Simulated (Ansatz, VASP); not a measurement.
**One calculation of Os, 3 ways**

The starting cell:

```xyz
2
Lattice="2.7341 0.0000 0.0000 -1.3671 2.3678 0.0000 0.0000 0.0000 4.3197" Properties=species:S:1:pos:R:3 pbc="T T T"
Os    1.3671    0.7893    3.2398
Os    0.0000    1.5785    1.0799
```

Alike in all runs: task relaxation of cell and atoms; functional revPBE; dispersion D3(BJ); k mesh 11 × 11 × 6; occupations fermi-dirac, width 0.05 eV; no spin polarisation; no spin-orbit coupling.

| program and potentials | plane-wave cutoff (eV) | notes | equilibrium volume (Å³/atom) |
| --- | --- | --- | --- |
| Ansatz, Ansatz PAW | 420 | potentials made for PBE, which Ansatz adapts in part; 16 valence electrons an atom on average | 13.90 |
| Ansatz, all-electron LAPW, scalar-relativistic | - | - | 13.90 |
| VASP, PBE PAW files Os, 600 eV | 600 | potentials made for PBE; 8 valence electrons an atom on average | 13.90 |

All agree on the equilibrium volume. Some sets were made for another functional than the one run, which can shift their rows. Relaxations stop with a little pressure left, so the last digit of a volume isn't settled.

The functional is the same throughout but for its coding, so the spread measures potentials, basis and numerics; runs on potential files found faulty are left out.
